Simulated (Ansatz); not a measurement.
# NaI: an axial (c/a) deformation path

The task here is to estimate one member of a computed series from the others.

Computed with Ansatz 0.2.0 (DFT PBE+D3(BJ), scalar-relativistic, plane waves, PAW, unless a step's input says otherwise).

## Starting point

It takes space group Pmma (No. 51, orthorhombic). Conventional cell: a = 4.622 Å, b = 4.270 Å, c = 7.798 Å, α = 90.00°, β = 90.00°, γ = 90.00°. Around Na (site symmetry mm2) lie 4 I at 3.15 Å. I (site symmetry mm2) is surrounded by 4 Na at 3.15 Å.

Structure file:

```xyz
4
Lattice="4.6222 0.0000 0.0000 0.0000 4.2697 0.0000 0.0000 0.0000 7.7984" Properties=species:S:1:pos:R:3 pbc="T T T"
Na    1.1556    2.1349    2.1448
Na    3.4667    2.1349    5.6536
I     1.1556    0.0000    5.7897
I     3.4667    0.0000    2.0087
```

The structure comes from the Materials Project (structure only).

Set-up of the first run:

The input, input.yaml:

```yaml
crystal:
  lattice:
    - [4.6222093067, 0.0, 0.0]
    - [0.0, 4.2697016003, 0.0]
    - [0.0, 0.0, 7.798384]
  atoms:
    - { symbol: Na, position: [0.25, 0.5, 0.275031] }
    - { symbol: Na, position: [0.75, 0.5, 0.724969] }
    - { symbol: I, position: [0.25, 0.0, 0.742427] }
    - { symbol: I, position: [0.75, 0.0, 0.257573] }
basis:
  ecutwfc: 420
kpoints:
  mp_grid: { grid: [4, 4, 4] }
hamiltonian:
  xc: pbe
  dispersion: d3bj
scf:
  occupations: { method: gaussian, width: 0.1 }
output:
  forces: true
  stress: true
  eigenvalues: true
```

Command:

```sh
ansatz run input.yaml --threads 1 --pin off --max-ram 1228MiB --backend cpu --events-out ev --progress --plain --runs-dir out
```

Steps of the session up to this table: Quick check of gap, pressure and forces; The reference: the undisturbed cell on the scan's mesh; Point ρ = 0.850; Point ρ = 1.200; ρ = 0.920; At ρ = 1.100; Point ρ = 0.960.

One table of the session follows, with a row left open; its other results are not shown here.

Collected from the runs (energy zero: the undisturbed cell):

```
    ρ  ΔE (meV/atom)  pressure (GPa)  gap on the mesh (eV)
0.850           33.3            -1.9                  2.09
0.920            8.9            -1.5                  2.40
0.960              ?               ?                     ?
1.000            0.0            -0.9                  2.75
1.100           15.6             0.3                  3.15
1.200           59.1             1.6                  3.24
```

Q: Estimate the row for ρ = 0.960 from the others.

Worked estimate for «ΔE (meV/atom)». A straight line through the neighbours (0.920, 8.9) and (1.000, 0.0) gives 8.9 + (0.0 − 8.9) × (0.960 − 0.920) / (1.000 − 0.920) = 4.5; a parabola fitted to 4 rows on both sides gives 2.0.

As computed: ΔE (meV/atom): 2.0; pressure (GPa): -1.2; gap on the mesh (eV): 2.58. In «ΔE (meV/atom)» the line misses by +2.5 and the parabola by 0.0.
